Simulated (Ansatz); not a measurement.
The system is AlPt.

```xyz
8
Lattice="4.8789 0.0000 0.0000 0.0000 4.8789 0.0000 0.0000 0.0000 4.8789" Properties=species:S:1:pos:R:3 pbc="T T T"
Pt    4.1224    3.1960    1.6829
Pt    3.1960    1.6829    4.1224
Pt    1.6829    4.1224    3.1960
Pt    0.7565    0.7565    0.7565
Al    0.7610    1.6785    3.2004
Al    1.6785    3.2004    0.7610
Al    3.2004    0.7610    1.6785
Al    4.1180    4.1180    4.1180
```

The cell is a database's computed one.

A run of Ansatz 0.2.0 on this cell left the log below. Logs are shortened: lines on timing, memory, paths and dates and some standing lists are left out, and cuts for length are marked.

```text
Warning: RAYON_NUM_THREADS=4 ignored (pool sized by the plan → 4); use --threads N
Engine: ansatz 0.2.0, x86_64-unknown-linux-gnu
Pseudopotentials: kind: paw
Pseudopotential: Pt, paw, valence charge 18, recommended cutoff 420 eV (normal), Pt.paw.azcp
Pseudopotential: Al, paw, valence charge 3, recommended cutoff 420 eV (normal), Al.paw.azcp
Functional definition: PBEsol
  exchange = pbesol_x
  correlation = pbesol_c
Crystal: 8 atoms, lattice volume = 116.138 Å³
Basis set: ecut = 420 eV, 2301 PW (Γ), exchange–correlation on 72×72×72 points (8 copies of the dense FFT grid, shifted against one another)
Bands: 51, of which v1, the nominal top of the filled ones, is band 42 counted from 1 (41 counted from 0)
Symmetry: 12 space group operations
Space group: P213 (ITA 198), of the structure as read, at distance tolerance 4.9e-5 Å
k-points: 24 of 216 (time reversal used)
Non-local potential: Pt, projectors of the file, l = 0: 3, l = 1: 2, l = 2: 2, l = 3: 1
Non-local potential: Al, projectors of the file, l = 0: 2, l = 1: 2, l = 2: 1
PAW form: soft (Blöchl's): semilocal exchange-correlation on the pseudo side does not see the compensation charge
PAW frozen core: Pt, regenerated for the run's functional, and the local potential with it (the file was generated under x = pbe(κ = 0.804, μ = 0.2195149727645171), c = pbe(β = 0.06672455060314922))
PAW frozen core: Al, regenerated for the run's functional, and the local potential with it (the file was generated under x = pbe(κ = 0.804, μ = 0.2195149727645171), c = pbe(β = 0.06672455060314922))
[... 31 lines left out ...]
  E_vpaw       = -1180.123451  (= ΣTr[D̂ρ^β])
  E_aug_tail   = 0.000720  (compensation charges beyond the density's cutoff)
  E_ewald      = -9578.793935
  E_core_change = 1.224481  (= ΣΔE_core)
  E_smearing   = -0.011593  (= −TS)
  E_closure    = -0.000000  (closes the sum)
  Σ components = -51641.862892   (vs F -51641.862892, Δ=0.00e0)
--- Forces (eV/Å), atoms counted from 1 ---
  atom   1  Pt     0.03260073    -0.03260073     0.03260073
  atom   2  Pt    -0.03260073     0.03260073     0.03260073
  atom   3  Pt     0.03260073     0.03260073    -0.03260073
  atom   4  Pt    -0.03260073    -0.03260073    -0.03260073
  atom   5  Al    -0.00089524     0.00089524    -0.00089524
  atom   6  Al     0.00089524    -0.00089524    -0.00089524
  atom   7  Al    -0.00089524    -0.00089524     0.00089524
  atom   8  Al     0.00089524     0.00089524     0.00089524
  max |Σ_I F_I| component: 1.05e-16 eV/Å
--- Stress (GPa, compression-positive) ---
       -1.247082      -0.000000       0.000000
       -0.000000      -1.247082      -0.000000
        0.000000       0.000000      -1.247082
  P = ⅓ Tr σ = -1.2471 GPa (-12.471 kbar)
--- Band table (eV; the first three rows and the last of 24) ---
  k-point 0: bands = ["-82.0474", "-82.0412", "-82.0412", "-82.0412", "-36.3164", "-36.3164", "-36.3164", "-36.2643", "-36.2643", "-36.2643", "-36.2588", "-36.2147", "-36.2147", "-36.1904", "-36.1904", "-36.1904", "5.4285", "9.7322", "9.7322", "9.7322", "11.1986", "11.1986", "11.1986", "11.6725", "11.6725", "11.6725", "12.0748", "12.5471", "12.5471", "12.5579", "12.5579", "12.5579", "13.5376", "13.5376", "13.5376", "14.5790", "14.5790", "14.8955", "14.8955", "14.8955", "16.4198", "16.4198", "16.4198", "20.8224", "20.8224", "20.8224", "20.9974", "20.9974", "21.1675", "21.7634", "21.7634"]
  k-point 1: bands = ["-82.0471", "-82.0422", "-82.0411", "-82.0406", "-36.3225", "-36.3178", "-36.3070", "-36.2751", "-36.2685", "-36.2611", "-36.2494", "-36.2135", "-36.2110", "-36.1930", "-36.1928", "-36.1898", "5.6325", "9.2630", "9.7796", "9.8805", "10.9750", "11.1086", "11.3616", "11.5091", "11.6134", "12.0596", "12.1050", "12.1324", "12.3224", "12.4974", "12.7300", "13.0032", "13.4119", "13.5724", "13.8573", "14.4293", "14.4518", "14.4962", "14.8806", "15.3644", "16.0302", "16.2497", "17.5649", "19.5947", "19.9669", "20.1802", "20.1828", "20.8876", "21.2690", "21.7330", "21.9999"]
  k-point 2: bands = ["-82.0462", "-82.0435", "-82.0408", "-82.0404", "-36.3248", "-36.3209", "-36.2959", "-36.2795", "-36.2770", "-36.2677", "-36.2331", "-36.2117", "-36.2036", "-36.1992", "-36.1966", "-36.1918", "6.2288", "8.2841", "9.8639", "9.9478", "10.7371", "10.9653", "11.4870", "11.5982", "11.8369", "11.8950", "11.8985", "12.0965", "12.2981", "12.8708", "12.9419", "13.2975", "13.3209", "13.6425", "13.8908", "14.1414", "14.2790", "14.4865", "14.9639", "15.1916", "15.8368", "16.3351", "17.8152", "18.7665", "19.4838", "19.5403", "20.0937", "21.0054", "21.6719", "21.7043", "22.2235"]
  k-point 23: bands = ["-82.0427", "-82.0427", "-82.0427", "-82.0427", "-36.3121", "-36.3121", "-36.3121", "-36.3121", "-36.2470", "-36.2470", "-36.2470", "-36.2470", "-36.1918", "-36.1918", "-36.1918", "-36.1918", "9.2774", "9.2774", "9.2774", "9.2774", "10.5969", "10.5969", "10.5969", "10.5969", "11.8088", "11.8088", "11.8088", "11.8088", "12.2909", "12.2909", "12.2909", "12.2909", "13.9375", "13.9375", "13.9375", "13.9375", "14.1485", "14.1485", "14.1485", "14.1485", "15.8299", "15.8299", "15.8299", "15.8299", "23.1452", "23.1452", "23.1452", "23.1452", "23.7768", "23.7768", "23.7768"]
```

Task: Write the input and the command behind it.

Result: Single point with PBEsol, no spin polarisation. The files as run (others can give the same):

input.yaml
```yaml
crystal:
  lattice:
    - [4.87893207, 0.0, 0.0]
    - [0.0, 4.87893207, 0.0]
    - [0.0, 0.0, 4.87893207]
  atoms:
    - { symbol: Pt, position: [0.84493694, 0.65506306, 0.34493694] }
    - { symbol: Pt, position: [0.65506306, 0.34493694, 0.84493694] }
    - { symbol: Pt, position: [0.34493694, 0.84493694, 0.65506306] }
    - { symbol: Pt, position: [0.15506306, 0.15506306, 0.15506306] }
    - { symbol: Al, position: [0.1559679, 0.3440321, 0.6559679] }
    - { symbol: Al, position: [0.3440321, 0.6559679, 0.1559679] }
    - { symbol: Al, position: [0.6559679, 0.1559679, 0.3440321] }
    - { symbol: Al, position: [0.8440321, 0.8440321, 0.8440321] }
hamiltonian:
  xc: pbesol
  pseudopotentials: { kind: paw }
kpoints:
  mp_grid: { grid: [6, 6, 6] }
scf:
  occupations: { method: fermi_dirac, width: 0.05 }
output:
  forces: true
  stress: true
  eigenvalues: true
  write_density: true
  write_potential: true
  elf: true
  volumetric_format: npy
```

Potentials or basis: Ansatz PAW.
Run with:
```sh
$ ansatz run input.yaml --threads 4 --pin off --max-ram 11264MiB --backend cpu --events-out ev --progress --plain --runs-dir out
```

Caveat: the PAW data sets come from PBE, with cores solved anew for the run's functional, which leaves a small shift of forces and pressure.
